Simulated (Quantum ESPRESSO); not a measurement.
# 2H-MoS2, 1 layer, rectangular cell: a series in strain along the second axis, part 5 of 7

What law, if any, do the results for 2H-MoS2, 1 layer, rectangular cell follow against strain along the second axis?

Quantum ESPRESSO 7.5; plane-wave DFT, PBE, GBRV ultrasoft pseudopotentials.

So far. Step 3 (Relaxation with pw.x, -4 %): The relaxation lowers the energy by 4 meV an atom. Step 6 (Band structure, -4 %): Along this path the valence top lies between Γ and X and the conduction bottom between S and Y.

### 7. Relaxation with pw.x, -3 %

File m1.relax.in:

```
&control
  prefix = 'm1.relax'
  outdir = './out'
  pseudo_dir = './pseudo'
  nstep = 40
  forc_conv_thr = 0.0003
  calculation = 'relax'
  tstress = .true.
/
&system
  ibrav = 0
  nat = 6
  ntyp = 2
  ecutwfc = 50
  ecutrho = 250
  occupations = 'smearing'
  smearing = 'fd'
  degauss = 0.002
/
&electrons
  conv_thr = 1e-09
  mixing_beta = 0.4
  electron_maxstep = 120
  mixing_mode = 'plain'
/
&ions
/
ATOMIC_SPECIES
  S   32.0600  s_pbe_v1.4.uspp.F.UPF
  Mo  95.9500  mo_pbe_v1.uspp.F.UPF
CELL_PARAMETERS angstrom
  3.18307604300000 0.00000000000000 0.00000000000000
  0.00000000000000 5.34788891186000 0.00000000000000
  0.00000000000000 0.00000000000000 18.26259773800000
ATOMIC_POSITIONS crystal
  S   0.999999999900 0.333333776000 0.414454234500
  S   0.500000000000 0.833333714400 0.414454237300
  Mo  0.000000000000 -0.000000854000 0.500000000000
  Mo  0.500000000000 0.499999206700 0.500000000000
  S   0.999999999900 0.333333776000 0.585545765500
  S   0.500000000000 0.833333714400 0.585545762700
K_POINTS automatic
  10 6 1 0 0 0
```

On the command line:

```sh
OMP_NUM_THREADS=1 mpirun -n 4 pw.x -nk 4 -in m1.relax.in > m1.relax.out
```

The log of the run:

```text
[banner, memory and clock lines left out]
Program PWSCF v.7.5 starts
[...]
Message from routine setup:
[...]
number of electrons       =        52.00
     number of Kohn-Sham states=           31
     kinetic-energy cutoff     =      50.0000  Ry
     charge density cutoff     =     250.0000  Ry
[...]
number of k points=    24  Fermi-Dirac smearing, width (Ry)=  0.0020
[...]
Dense  grid:   140089 G-vectors     FFT dimensions: (  32,  54, 180)
[...]
negative rho (up, down):  4.590E-03 0.000E+00
     Starting wfcs are   42 randomized atomic wfcs
[...]
negative rho (up, down):  4.711E-03 0.000E+00
[...]
estimated scf accuracy    <       0.24406091 Ry
[...]
negative rho (up, down):  4.690E-03 0.000E+00
[...]
estimated scf accuracy    <       0.11122169 Ry
[...]
negative rho (up, down):  4.722E-03 0.000E+00
[...]
estimated scf accuracy    <       0.01660210 Ry
[...]
negative rho (up, down):  4.726E-03 0.000E+00
[...]
estimated scf accuracy    <       0.00244485 Ry
[...]
negative rho (up, down):  4.718E-03 0.000E+00
[...]
estimated scf accuracy    <       0.00144370 Ry
[...]
negative rho (up, down):  4.701E-03 0.000E+00
[...]
estimated scf accuracy    <       0.00059676 Ry
[...]
negative rho (up, down):  4.689E-03 0.000E+00
[...]
estimated scf accuracy    <       0.00002889 Ry
[...]
negative rho (up, down):  4.692E-03 0.000E+00
[...]
estimated scf accuracy    <       0.00005197 Ry
[...]
negative rho (up, down):  4.694E-03 0.000E+00
[...]
estimated scf accuracy    <       0.00001979 Ry
[...]
negative rho (up, down):  4.694E-03 0.000E+00
[...]
estimated scf accuracy    <       0.00000082 Ry
[...]
negative rho (up, down):  4.694E-03 0.000E+00
[...]
estimated scf accuracy    <       0.00000025 Ry
[...]
negative rho (up, down):  4.694E-03 0.000E+00
[...]
estimated scf accuracy    <       0.00000002 Ry
[...]
negative rho (up, down):  4.694E-03 0.000E+00
[...]
estimated scf accuracy    <       0.00000002 Ry
[...]
negative rho (up, down):  4.694E-03 0.000E+00
[...]
estimated scf accuracy    <          1.6E-09 Ry
[...]
negative rho (up, down):  4.694E-03 0.000E+00
[...]
the Fermi energy is     0.9545 ev
!    total energy              =    -375.45941328 Ry
     estimated scf accuracy    <          2.7E-10 Ry
     smearing contrib. (-TS)   =      -0.00000000 Ry
     internal energy E=F+TS    =    -375.45941328 Ry
[...]
one-electron contribution =   -2004.06032712 Ry
     hartree contribution      =    1004.08333068 Ry
     xc contribution           =     -72.69080658 Ry
     ewald contribution        =     697.20838974 Ry
     convergence has been achieved in  15 iterations
     negative rho (up, down):  4.694E-03 0.000E+00
[...]
Total force =     0.028852     Total SCF correction =     0.000049
[...]
negative rho (up, down):  4.694E-03 0.000E+00
[...]
negative rho (up, down):  4.683E-03 0.000E+00
[...]
negative rho (up, down):  4.684E-03 0.000E+00
[...]
estimated scf accuracy    <       0.00004378 Ry
[...]
negative rho (up, down):  4.686E-03 0.000E+00
[...]
estimated scf accuracy    <       0.00006341 Ry
[...]
negative rho (up, down):  4.688E-03 0.000E+00
[...]
estimated scf accuracy    <       0.00000299 Ry
[...]
negative rho (up, down):  4.688E-03 0.000E+00
[...]
estimated scf accuracy    <       0.00000186 Ry
[...]
negative rho (up, down):  4.688E-03 0.000E+00
[...]
estimated scf accuracy    <       0.00000017 Ry
[...]
negative rho (up, down):  4.688E-03 0.000E+00
[...]
estimated scf accuracy    <       0.00000020 Ry
[...]
negative rho (up, down):  4.688E-03 0.000E+00
[...]
estimated scf accuracy    <       0.00000004 Ry
[...]
negative rho (up, down):  4.688E-03 0.000E+00
[...]
estimated scf accuracy    <          1.1E-09 Ry
[...]
negative rho (up, down):  4.688E-03 0.000E+00
[...]
estimated scf accuracy    <          2.8E-09 Ry
[...]
negative rho (up, down):  4.687E-03 0.000E+00
[...]
the Fermi energy is     0.9203 ev
!    total energy              =    -375.46003788 Ry
     estimated scf accuracy    <          4.4E-10 Ry
     smearing contrib. (-TS)   =      -0.00000000 Ry
     internal energy E=F+TS    =    -375.46003788 Ry
[...]
one-electron contribution =   -2000.59975188 Ry
     hartree contribution      =    1002.36338933 Ry
     xc contribution           =     -72.66976017 Ry
     ewald contribution        =     695.44608483 Ry
     convergence has been achieved in  10 iterations
     negative rho (up, down):  4.687E-03 0.000E+00
[...]
Total force =     0.015001     Total SCF correction =     0.000059
[...]
negative rho (up, down):  4.687E-03 0.000E+00
[...]
negative rho (up, down):  4.675E-03 0.000E+00
[...]
negative rho (up, down):  4.676E-03 0.000E+00
[...]
estimated scf accuracy    <       0.00004722 Ry
[...]
negative rho (up, down):  4.678E-03 0.000E+00
[...]
estimated scf accuracy    <       0.00007537 Ry
[...]
negative rho (up, down):  4.680E-03 0.000E+00
[...]
estimated scf accuracy    <       0.00000285 Ry
[...]
negative rho (up, down):  4.680E-03 0.000E+00
[...]
estimated scf accuracy    <       0.00000178 Ry
[...]
negative rho (up, down):  4.680E-03 0.000E+00
[...]
estimated scf accuracy    <       0.00000027 Ry
[...]
negative rho (up, down):  4.680E-03 0.000E+00
[...]
estimated scf accuracy    <       0.00000014 Ry
[...]
negative rho (up, down):  4.680E-03 0.000E+00
[...]
estimated scf accuracy    <       0.00000003 Ry
[...]
negative rho (up, down):  4.680E-03 0.000E+00
[...]
estimated scf accuracy    <          5.6E-09 Ry
[...]
negative rho (up, down):  4.680E-03 0.000E+00
[...]
estimated scf accuracy    <          9.2E-10 Ry
[...]
negative rho (up, down):  4.680E-03 0.000E+00
[...]
the Fermi energy is     0.8880 ev
!    total energy              =    -375.46029252 Ry
     estimated scf accuracy    <          1.9E-11 Ry
     smearing contrib. (-TS)   =      -0.00000000 Ry
     internal energy E=F+TS    =    -375.46029252 Ry
[...]
one-electron contribution =   -1996.62893653 Ry
     hartree contribution      =    1000.39017942 Ry
     xc contribution           =     -72.64609498 Ry
     ewald contribution        =     693.42455958 Ry
     convergence has been achieved in  10 iterations
     negative rho (up, down):  4.680E-03 0.000E+00
[...]
Total force =     0.003749     Total SCF correction =     0.000010
[...]
negative rho (up, down):  4.680E-03 0.000E+00
[...]
negative rho (up, down):  4.677E-03 0.000E+00
[...]
negative rho (up, down):  4.677E-03 0.000E+00
[...]
estimated scf accuracy    <       0.00000273 Ry
[...]
negative rho (up, down):  4.677E-03 0.000E+00
[...]
estimated scf accuracy    <       0.00000482 Ry
[...]
negative rho (up, down):  4.678E-03 0.000E+00
[...]
estimated scf accuracy    <       0.00000014 Ry
[...]
negative rho (up, down):  4.678E-03 0.000E+00
[...]
estimated scf accuracy    <       0.00000012 Ry
[...]
negative rho (up, down):  4.678E-03 0.000E+00
[...]
estimated scf accuracy    <       0.00000004 Ry
[...]
negative rho (up, down):  4.678E-03 0.000E+00
[...]
estimated scf accuracy    <          4.2E-09 Ry
[...]
negative rho (up, down):  4.678E-03 0.000E+00
[...]
estimated scf accuracy    <          8.7E-10 Ry
[...]
negative rho (up, down):  4.678E-03 0.000E+00
[...]
estimated scf accuracy    <          3.1E-11 Ry
[...]
negative rho (up, down):  4.678E-03 0.000E+00
[...]
the Fermi energy is     0.8848 ev
!    total energy              =    -375.46030684 Ry
     estimated scf accuracy    <          6.9E-12 Ry
     smearing contrib. (-TS)   =      -0.00000000 Ry
     internal energy E=F+TS    =    -375.46030684 Ry
[...]
one-electron contribution =   -1995.66941771 Ry
     hartree contribution      =     999.91320123 Ry
     xc contribution           =     -72.64048628 Ry
     ewald contribution        =     692.93639593 Ry
     convergence has been achieved in   9 iterations
     negative rho (up, down):  4.678E-03 0.000E+00
[...]
Total force =     0.001529     Total SCF correction =     0.000007
[...]
negative rho (up, down):  4.678E-03 0.000E+00
[...]
negative rho (up, down):  4.677E-03 0.000E+00
[...]
negative rho (up, down):  4.677E-03 0.000E+00
[...]
estimated scf accuracy    <       0.00000021 Ry
[...]
negative rho (up, down):  4.677E-03 0.000E+00
[...]
estimated scf accuracy    <       0.00000018 Ry
[...]
negative rho (up, down):  4.677E-03 0.000E+00
[...]
estimated scf accuracy    <       0.00000003 Ry
[...]
negative rho (up, down):  4.677E-03 0.000E+00
[...]
estimated scf accuracy    <          6.3E-09 Ry
[...]
negative rho (up, down):  4.677E-03 0.000E+00
[...]
estimated scf accuracy    <          3.6E-09 Ry
[...]
negative rho (up, down):  4.677E-03 0.000E+00
[...]
estimated scf accuracy    <          2.0E-10 Ry
[...]
negative rho (up, down):  4.677E-03 0.000E+00
[...]
estimated scf accuracy    <          8.3E-11 Ry
[...]
negative rho (up, down):  4.677E-03 0.000E+00
[...]
the Fermi energy is     0.8860 ev
!    total energy              =    -375.46030873 Ry
     estimated scf accuracy    <          6.2E-12 Ry
     smearing contrib. (-TS)   =      -0.00000000 Ry
     internal energy E=F+TS    =    -375.46030873 Ry
[...]
one-electron contribution =   -1995.44573560 Ry
     hartree contribution      =     999.80202854 Ry
     xc contribution           =     -72.63921508 Ry
     ewald contribution        =     692.82261342 Ry
     convergence has been achieved in   8 iterations
     negative rho (up, down):  4.677E-03 0.000E+00
[...]
Total force =     0.000384     Total SCF correction =     0.000004
[...]
negative rho (up, down):  4.677E-03 0.000E+00
[...]
```

Wall time 5.4 min (4 MPI ranks of Arm Neoverse V1, shared host); peak memory 1.1 GiB.

The steps of the relaxation:

```tsv
step	energy less that of the first step (eV)	largest force (eV/Å)
1	0.0000	0.3328
2	-0.0085	0.1864
3	-0.0120	0.0431
4	-0.0122	0.0213
5	-0.0122	0.0056
```

The atoms that moved most (Å):

```tsv
atom	dx	dy	dz	length
S2	0.000	0.003	-0.016	0.016
S6	0.000	0.003	0.016	0.016
S1	0.000	0.003	-0.016	0.016
S5	0.000	0.003	0.016	0.016
Mo4	0.000	-0.007	0.000	0.007
Mo3	0.000	-0.007	0.000	0.007
```

The relaxation lowers the energy by 2 meV an atom.

Numbers from this step:

* free energy: -5108.3977 eV
* Fermi energy: 0.886 eV

### 8. Ground state, -3 %

File m1.scf.in:

```
&control
  prefix = 'm1.scf'
  outdir = './out'
  pseudo_dir = './pseudo'
  calculation = 'scf'
  tprnfor = .true.
/
&system
  ibrav = 0
  nat = 6
  ntyp = 2
  ecutwfc = 40
  ecutrho = 200
  occupations = 'smearing'
  smearing = 'fd'
  degauss = 0.002
  nbnd = 30
/
&electrons
  conv_thr = 1e-09
  mixing_beta = 0.4
  electron_maxstep = 120
  mixing_mode = 'plain'
/
ATOMIC_SPECIES
  S   32.0600  s_pbe_v1.4.uspp.F.UPF
  Mo  95.9500  mo_pbe_v1.uspp.F.UPF
CELL_PARAMETERS angstrom
  3.18307604300000 0.00000000000000 0.00000000000000
  0.00000000000000 5.34788891186000 0.00000000000000
  0.00000000000000 0.00000000000000 18.26259773800000
ATOMIC_POSITIONS crystal
  S   0.999999999900 0.333978335900 0.413577285400
  S   0.500000000000 0.833978318000 0.413577284000
  Mo  0.000000000000 -0.001290003600 0.500000000000
  Mo  0.500000000000 0.498710029400 0.500000000000
  S   0.999999999900 0.333978335900 0.586422714600
  S   0.500000000000 0.833978318000 0.586422716000
K_POINTS automatic
  10 6 1 0 0 0
```

On the command line:

```sh
OMP_NUM_THREADS=1 mpirun -n 4 pw.x -nk 4 -in m1.scf.in > m1.scf.out
```

The log of the run:

```text
[banner, memory and clock lines left out]
Program PWSCF v.7.5 starts
[...]
Message from routine setup:
[...]
number of electrons       =        52.00
     number of Kohn-Sham states=           30
     kinetic-energy cutoff     =      40.0000  Ry
     charge density cutoff     =     200.0000  Ry
[...]
number of k points=    24  Fermi-Dirac smearing, width (Ry)=  0.0020
[...]
Dense  grid:   100381 G-vectors     FFT dimensions: (  27,  45, 160)
[...]
negative rho (up, down):  4.915E-03 0.000E+00
     Starting wfcs are   42 randomized atomic wfcs
[...]
negative rho (up, down):  5.015E-03 0.000E+00
[...]
estimated scf accuracy    <       0.24310917 Ry
[...]
negative rho (up, down):  4.992E-03 0.000E+00
[...]
estimated scf accuracy    <       0.10727110 Ry
[...]
negative rho (up, down):  5.018E-03 0.000E+00
[...]
estimated scf accuracy    <       0.01400065 Ry
[...]
negative rho (up, down):  5.021E-03 0.000E+00
[...]
estimated scf accuracy    <       0.00254656 Ry
[...]
negative rho (up, down):  5.005E-03 0.000E+00
[...]
estimated scf accuracy    <       0.00174232 Ry
[...]
negative rho (up, down):  4.989E-03 0.000E+00
[...]
estimated scf accuracy    <       0.00002518 Ry
[...]
negative rho (up, down):  4.991E-03 0.000E+00
[...]
estimated scf accuracy    <       0.00016546 Ry
[...]
negative rho (up, down):  4.993E-03 0.000E+00
[...]
estimated scf accuracy    <       0.00010161 Ry
[...]
negative rho (up, down):  4.995E-03 0.000E+00
[...]
estimated scf accuracy    <       0.00002024 Ry
[...]
negative rho (up, down):  4.994E-03 0.000E+00
[...]
estimated scf accuracy    <       0.00000183 Ry
[...]
negative rho (up, down):  4.994E-03 0.000E+00
[...]
estimated scf accuracy    <       0.00000029 Ry
[...]
negative rho (up, down):  4.994E-03 0.000E+00
[...]
estimated scf accuracy    <       0.00000014 Ry
[...]
negative rho (up, down):  4.994E-03 0.000E+00
[...]
estimated scf accuracy    <       0.00000004 Ry
[...]
negative rho (up, down):  4.994E-03 0.000E+00
[...]
estimated scf accuracy    <       0.00000001 Ry
[...]
negative rho (up, down):  4.994E-03 0.000E+00
[...]
estimated scf accuracy    <          2.0E-09 Ry
[...]
negative rho (up, down):  4.994E-03 0.000E+00
[...]
the Fermi energy is     0.2498 ev
!    total energy              =    -375.45839104 Ry
     estimated scf accuracy    <          9.9E-11 Ry
     smearing contrib. (-TS)   =      -0.00000000 Ry
     internal energy E=F+TS    =    -375.45839104 Ry
[...]
one-electron contribution =   -1995.44408231 Ry
     hartree contribution      =     999.80249719 Ry
     xc contribution           =     -72.63941935 Ry
     ewald contribution        =     692.82261343 Ry
     convergence has been achieved in  16 iterations
     negative rho (up, down):  4.994E-03 0.000E+00
[...]
Total force =     0.000512     Total SCF correction =     0.000033
[...]
```

The job ended after 61 s (4 MPI ranks; peak memory 0.78 GiB).

Read from the output:

```
free energy                          : -5108.3716 eV
Fermi energy                         : 0.2498 eV
valence top, on the run's zero       : -0.3247 eV
conduction bottom, on the run's zero : 1.588 eV
gap by band count                    : 1.913 eV
```

(Part 5 of 7 ends here.)

[Logs are printed without paths, hosts, clocks, repeated set-up lines and the standing remarks that a program may print on its own settings, such as how far it seeks lower states.]

[Hosts, paths, dates, database ids (printed as entryN), source tags and the programs' standing remarks are cut or masked in the printed files.]

[Maps of the electrostatic potential energy from Ansatz leave out the sawtooth potential of an applied field or a dipole correction, so their vacuum need not be flat; planar profiles and work functions include it.]
